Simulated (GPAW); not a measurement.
# Ge (I4_1/amd) in GPAW: a series of runs

One crystal, Ge, is run at these levels: PBEsol; tasks: band structure.

Program: GPAW 26.7.0. These are calculated values, not measurements. Logs are shortened: lines on timing, memory, paths and dates and some standing lists are left out, and cuts for length are marked. The log counts tension as positive stress, the text compression.

## 1. Starting point

Symmetry: I4_1/amd, No. 141, tetragonal system. The conventional cell has a = 5.149 Å, b = 5.149 Å, c = 2.795 Å, α = 90.00°, β = 90.00°, γ = 90.00°. Ge (site symmetry -4m2) is surrounded by 6 Ge at 2.67 to 2.79 Å.

This isn't the form of Ge at room conditions, which is diamond.

## 2. Band structure, PBEsol

Contents of run.py:

```python
from ase.dft.bandgap import bandgap
from ase.io import read, write
from ase.units import GPa
from gpaw import GPAW, PW, setup_paths

setup_paths.insert(0, '.')

atoms = read('Ge.xyz')

calc = GPAW(mode=PW(600),
            xc='PBEsol',
            kpts={'size': (11, 11, 11), 'gamma': True},
            occupations={'name': 'fermi-dirac', 'width': 0.05},
            nbands=11,
            convergence={'density': 1e-05, 'energy': 1e-05},
            maxiter=150,
            txt='gpaw.txt')
atoms.calc = calc
energy = atoms.get_potential_energy()
forces = atoms.get_forces()
stress = atoms.get_stress()
calc.write('gs.gpw')
write('result.traj', atoms)
print(f'Energy: {energy:.6f} eV')
print('Forces (eV/A):')
print(forces.round(4))
print('Stress (GPa):', (stress / GPa).round(3))
print('Fermi level:', round(calc.get_fermi_level(), 4), 'eV')
print(f'Gap: {bandgap(calc)[0]:.4f} eV, direct: {bandgap(calc, direct=True)[0]:.4f} eV')

path = atoms.cell.bandpath('GXMGZPNZ1M,XP', npoints=80, eps=1e-4)
bs_calc = calc.fixed_density(kpts=path, symmetry='off', nbands=20,
                             convergence={'bands': 'CBM+6.0', 'eigenstates': 1e-6}, txt='bands.txt')
bs = bs_calc.band_structure()
bs.write('bs.json')
print(f'Gap on the path: {bandgap(bs_calc)[0]:.4f} eV')
```

Contents of Ge.xyz:

```xyz
2
Lattice="-2.5744897190 2.5744897190 1.3974126432 2.5744897190 -2.5744897190 1.3974126432 2.5744897190 2.5744897190 -1.3974126432" Properties=species:S:1:pos:R:3 pbc="T T T"
Ge     0.0000000000      0.0000000000      1.3974126432
Ge     2.5744897190      0.0000000000      0.6987063216
```

Potentials or basis: PAW data sets generated in the run's folder for this functional, pw.

Run with:

```bash
$ gpaw-setup -f PBEsol Ge
$ OMP_NUM_THREADS=1 python run.py
```

gpaw.txt:

```text
__  _  _
 | _ |_)|_||  |
 |__||  | ||/\| - 26.7.0

Input parameters:
  mode=PW(ecut=600.0),
  convergence={'density': 1e-05, 'energy': 1e-05},
  kpts=MonkhorstPack(size=(11, 11, 11), gamma=True),
  maxiter=150,
  nbands=11,
  occupations=Occupations(name='fermi-dirac', width=0.05),
  xc=XC(name='PBEsol')

Diagonalizing LCAO Hamiltonian
Converting LCAO to pw mode

       Ge    Ge

Atoms  # Å, Bohr magnetons
|   | symbol |        x |        y |        z |    initial magnetic moments |
|---|--------|----------|----------|----------|-----------------------------|
| 0 |     Ge | 0.000000 | 0.000000 | 1.397413 | ( 0.0000,  0.0000,  0.0000) |
| 1 |     Ge | 2.574490 | 0.000000 | 0.698706 | ( 0.0000,  0.0000,  0.0000) |

Unit cell  # Å
| periodic |         x |         y |         z |  lengths |     angles |
|----------|-----------|-----------|-----------|----------|------------|
|      yes | -2.574490 |  2.574490 |  1.397413 | 3.899841 |  97.376984 |
|      yes |  2.574490 | -2.574490 |  1.397413 | 3.899841 |  97.376984 |
|      yes |  2.574490 |  2.574490 | -1.397413 | 3.899841 | 138.005201 |

Number of symmetries: 8
Symmetry operations  # r_c * U_cc + t_c -> r_c
|   | kind |            matrix            |
|---|------|------------------------------|
| 0 |  σ   |  1, 1, 1,  0, 0,-1,  0,-1, 0 |
| 1 |  E   |  1, 0, 0,  0, 1, 0,  0, 0, 1 |
| 2 |  C2  |  0, 1, 0,  1, 0, 0, -1,-1,-1 |
| 3 |  S4  |  0, 0, 1, -1,-1,-1,  0, 1, 0 |
| 4 |  σ   |  0, 0,-1,  1, 1, 1, -1, 0, 0 |
| 5 |  C2  |  0,-1, 0, -1, 0, 0,  0, 0,-1 |
| 6 |  C2  | -1, 0, 0,  0,-1, 0,  1, 1, 1 |
| 7 |  S4  | -1,-1,-1,  0, 0, 1,  1, 0, 0 |

BZ-sampling:
  Number of BZ points: 1331
  Number of IBZ points: 126

  Monkhorst-Pack size: [11, 11, 11]
  Monkhorst-Pack shift: [0, 0, 0]

K-points  # in reciprocal-cell coordinates
|     |                                coordinates |     weight |
|-----|--------------------------------------------|------------|
|   0 | (  0.00000000,   0.00000000,   0.00000000) | 0.00075131 |
|   1 | (  0.09090909,  -0.09090909,   0.00000000) | 0.00300526 |
|   2 | (  0.09090909,  -0.09090909,   0.09090909) | 0.00300526 |
|   3 | (  0.09090909,   0.00000000,   0.00000000) | 0.00601052 |
|   4 | (  0.09090909,   0.09090909,  -0.09090909) | 0.00150263 |
|   5 | (  0.18181818,  -0.18181818,   0.00000000) | 0.00300526 |
|   6 | (  0.18181818,  -0.18181818,   0.09090909) | 0.00601052 |
|   7 | (  0.18181818,  -0.18181818,   0.18181818) | 0.00300526 |
|   8 | (  0.18181818,  -0.09090909,   0.00000000) | 0.01202104 |
|   9 | (  0.18181818,  -0.09090909,   0.09090909) | 0.00601052 |
| ... |                                            |            |
| 125 | (  0.45454545,   0.45454545,   0.45454545) | 0.00601052 |

Plane wave coefficients: 1258
Cutoff: 600.0 eV

Spin-components: 1 (collinear spins)
Bands:           11
Projectors:      10
Spin-degeneracy: 2
Datatype:        complex128

Parallelization:
  kpt:    1
  domain: 1
  band:   1

Density:
  Valence electrons: 8.0
  Components: 1
  Grid points: [24 24 24]
  Charge: 0.0  # |e|

Potential:
  Grid points: [24 24 24]

species:
  Ge:
    name:    Germanium
    Z:       32.0
    valence: 4
    core:    28
    charge:  0.0  # [|e|]
    compensation charges:
      type: gauss
      rc: 0.32  # [Å]
      lmax: 2
    cutoffs:
      filter: 1.77  # [Å]
      core: 3.42  # [Å]
    projectors
    | kind |    occ | energy [eV] | rcut [Å] |
    |------|--------|-------------|----------|
    |   4s |  2.000 |     -11.738 |    1.005 |
    |   4p |  2.000 |      -3.898 |    1.005 |
    |    s |        |      15.473 |    1.005 |
    |    p |        |      23.314 |    1.005 |
    |    d |        |       0.000 |    1.005 |

    Using partial waves for Ge as LCAO basis

Reference energy: -114111.519876  # eV

eigensolver:
  PPCG
  Converge bands: occupied
  niter=2

density mixing:
  MSR1-Mixer
  Pratt-step length: 0.05
  Maximum mixing coefficient: 0.75
  Old densities: 10
  SVD Regularization: 0.005
  Good broyden scale: 1.0
  Trust region scale: 1.0
  Backstep threshold: 4.0
  History deletion threshold: 6.0
  Fourier metric: weight=20.0, sigma=0.015

occupation numbers:
  Fermi-Dirac:
    width: 0.0500  # eV

poisson solver:
  ecut: 4800.0  # eV

xc functional:
  name: PBEsol with 2 nearest neighbor stencil

convergence criteria:
- Maximum integral of absolute [dens]ity change: 1e-05 electrons / valence electron
- Maximum [total energy] change in last 3 cyles: 1e-05 eV / valence electron
- Maximum integral of absolute [eigenst]ate change: 4e-08 eV^2 / valence electron
maximum number of iterations: 150

SCF iterations
|iter     | |      energy | eigst |  dens |
|---------|-|-------------|-------|-------|
|iter:   1| |   -9.557035 | -0.72 |       |
|iter:   2| |   -9.556229 | -3.09 | -1.18 |
|iter:   3| |   -9.543486 | -3.46 | -1.20 |
|iter:   4| |   -9.542641 | -4.23 | -1.73 |
|iter:   5| |   -9.542614 | -5.52 | -2.73 |
|iter:   6| |   -9.542614c| -7.14 | -3.82 |
|iter:   7| |   -9.542614c| -7.94c| -4.54 |
|iter:   8| |   -9.542614c| -9.22c| -5.31c|

Converged in 8 steps
Energy contributions relative to reference atoms: (reference = -114111.519876)

Energy contributions:
  Kinetic:          17.474596
  Coulomb:         -15.341957
  Zero:             -0.008190
  External:          0.000000
  Xc:              -11.663020
  Entropy:          -0.008085
  Spinorbit:         0.000000
  ----------------------------
  Free energy:      -9.546657
  Extrapolated:     -9.542614

dipole moment: (-3.300085, -13.553837, 4.574262)  # |e|*Ang

Fermi level: 7.884
Eigenvalues  # (at kpt = [0.000, 0.000, 0.000])
| band index |      eig [eV] | occ [0-2] |
|------------|---------------|-----------|
|          0 |        -5.445 |     2.000 |
|          1 |         3.797 |     2.000 |
|          2 |         5.527 |     2.000 |
|          3 |         5.527 |     2.000 |
|          4 |        11.085 |     0.000 |
|          5 |        15.481 |     0.000 |
|          6 |        15.481 |     0.000 |
|          7 |        16.024 |     0.000 |
|          8 |        16.238 |     0.000 |
|          9 |        19.233 |     0.000 |
|         10 |        20.151 |     0.000 |

No gap
No difference between direct/indirect transitions

Forces  # eV/Ang
|       x |       y |       z |
|---------|---------|---------|
| 0.00000 | 0.00000 | 0.00000 |  # Ge   0
| 0.00000 | 0.00000 | 0.00000 |  # Ge   1

Stress tensor  # eV/Ang^3
|        x |        y |        z |
|----------|----------|----------|
| 0.003708 | 0.000000 | 0.000000 |
| 0.000000 | 0.003708 | 0.000000 |
| 0.000000 | 0.000000 | 0.005799 |

# Writing to gs.gpw (mode='')
```

It took 49 s on 1 thread of Arm Neoverse V1, shared host; peak memory 0.25 GiB.

Results:

```yaml
Free_energy: -9.5467 eV
Pressure: -0.7 GPa
Band_gap_along_the_path: none (metal or under the smearing width)
```

Levels at the corners of the path, in eV from the Fermi level:
```csv
point,band 2,band 3,band 4,band 5,band 6,band 7
Γ,-4.09,-2.36,-2.36,3.20,7.60,7.60
X,-10.59,0.59,0.59,1.89,1.89,7.54
M,-8.93,-5.95,-5.95,6.15,6.15,11.01
Γ,-4.09,-2.36,-2.36,3.20,7.60,7.60
Z,-6.49,-3.86,-3.65,-3.65,3.80,6.61
P,-6.90,-4.38,-4.38,4.23,4.23,4.89
N,-6.41,-2.66,-2.03,-1.37,2.42,3.56
Z1,-6.49,-3.86,-3.65,-3.65,3.80,6.61
M,-8.93,-5.95,-5.95,6.15,6.15,11.01
X,-10.59,0.59,0.59,1.89,1.89,7.54
P,-6.90,-4.38,-4.38,4.23,4.23,4.89
```

## 3. Band structure, PBEsol, spin-orbit coupling, no magnetisation

run.py: that of step 2 with these lines changed.

```diff
@@ -1,5 +1,8 @@
+import numpy as np
+from ase import Atoms
 from ase.dft.bandgap import bandgap
-from ase.io import read, write
+from ase.io import write
 from ase.units import GPa
 from gpaw import GPAW, PW, setup_paths
+from gpaw.spinorbit import soc_eigenstates
 
@@ -7,3 +10,9 @@
 
-atoms = read('Ge.xyz')
+atoms = Atoms(['Ge', 'Ge'],
+              cell=[[-2.574489719, 2.574489719, 1.3974126432],
+                    [2.574489719, -2.574489719, 1.3974126432],
+                    [2.574489719, 2.574489719, -1.3974126432]],
+              scaled_positions=[[0.5, 0.5, 0.0],
+                                [0.25, 0.75, 0.5]],
+              pbc=True)
 
@@ -11,3 +20,3 @@
             xc='PBEsol',
-            kpts={'size': (11, 11, 11), 'gamma': True},
+            kpts={'size': (8, 8, 8), 'gamma': True},
             occupations={'name': 'fermi-dirac', 'width': 0.05},
@@ -30,3 +39,3 @@
 
-path = atoms.cell.bandpath('GXMGZPNZ1M,XP', npoints=80, eps=1e-4)
+path = atoms.cell.bandpath('GXMGZPNZ1M,XP', npoints=60, eps=1e-4)
 bs_calc = calc.fixed_density(kpts=path, symmetry='off', nbands=20,
@@ -36 +45,7 @@
 print(f'Gap on the path: {bandgap(bs_calc)[0]:.4f} eV')
+
+soc = soc_eigenstates(bs_calc, theta=0, phi=0)
+np.savetxt('soc_bands.dat', soc.eigenvalues(), fmt='%.4f')
+mesh = soc_eigenstates('gs.gpw', theta=0, phi=0)
+np.savetxt('soc_mesh.dat', mesh.eigenvalues(), fmt='%.4f')
+print('Fermi level with spin-orbit coupling:', round(mesh.fermi_level, 4), 'eV')
```

Potentials or basis: PAW data sets generated in the run's folder for this functional, pw.

Run with:

```bash
$ gpaw-setup -f PBEsol Ge
$ OMP_NUM_THREADS=1 python run.py
```

Run time: 30 s. Hardware: 1 thread of Arm Neoverse V1, shared host; peak memory 0.23 GiB.

It converged, with:

```yaml
Free_energy: -9.5253 eV
Pressure: -0.9 GPa
Band_gap_along_the_path: none (metal or under the smearing width)
```

Stress tensor (GPa, compression positive):
```
-2.38  0.00  0.00
 0.00 -2.38  0.00
 0.00  0.00  2.19
```

Levels at the corners of the path, in eV from the Fermi level:
```tsv
point	band 6	band 7	band 8	band 9	band 10	band 11
Γ	-2.38	-2.21	-2.21	3.27	3.27	7.48
X	0.65	0.65	0.65	1.96	1.96	1.96
M	-5.89	-5.89	-5.89	6.22	6.22	6.22
Γ	-2.38	-2.21	-2.21	3.27	3.27	7.48
Z	-3.80	-3.59	-3.59	-3.56	-3.56	3.87
P	-4.32	-4.29	-4.29	4.21	4.21	4.37
N	-2.58	-1.97	-1.97	-1.30	-1.30	2.49
Z1	-3.80	-3.59	-3.59	-3.56	-3.56	3.87
M	-5.89	-5.89	-5.89	6.22	6.22	6.22
X	0.65	0.65	0.65	1.96	1.96	1.96
P	-4.32	-4.29	-4.29	4.21	4.21	4.37
```

Caveat: spin-orbit coupling was added after a scalar SCF, so levels and gaps hold it while energy, forces, pressure and moments don't; this program's spin-orbit splittings come out too wide for heavy elements.

## 4. For comparison

An earlier run on the cell as given: functional PBE; potentials or basis GPAW PAW data sets (gpaw-data 1.2.1); cutoff 600 eV; basis pw; k mesh 11 × 11 × 11; occupations fermi-dirac, width 0.05 eV; no spin polarisation.

* Pressure: 3.1 GPa
* Band gap on the k mesh: none (metal or under the smearing width)

## 5. Overview

```csv
task,level,potentials or basis,spin,k mesh,band path,band points,spin axis theta (degrees),spin axis phi (degrees),soc after scf,pressure (GPa)
band structure,PBEsol,"PAW data sets generated in the run's folder for this functional, pw",off,11 × 11 × 11,"GXMGZPNZ1M,XP",80,-,-,-,-0.7
band structure,PBEsol,"PAW data sets generated in the run's folder for this functional, pw","SOC, no magnetisation",8 × 8 × 8,"GXMGZPNZ1M,XP",60,0,0,second variation,-0.9
single point,PBE,"GPAW PAW data sets (gpaw-data 1.2.1), pw",off,11 × 11 × 11,-,-,-,-,-,3.1
```

Alike in all rows: cell as given; cutoff (eV) 600; smearing fermi-dirac 0.05 eV.

Caveats: spin-orbit coupling was added after a scalar SCF, so levels and gaps hold it while energy, forces, pressure and moments don't (some runs); this program's spin-orbit splittings come out too wide for heavy elements (some runs).

Total energies depend on the potentials used, so only differences within one code and one set of settings carry meaning.
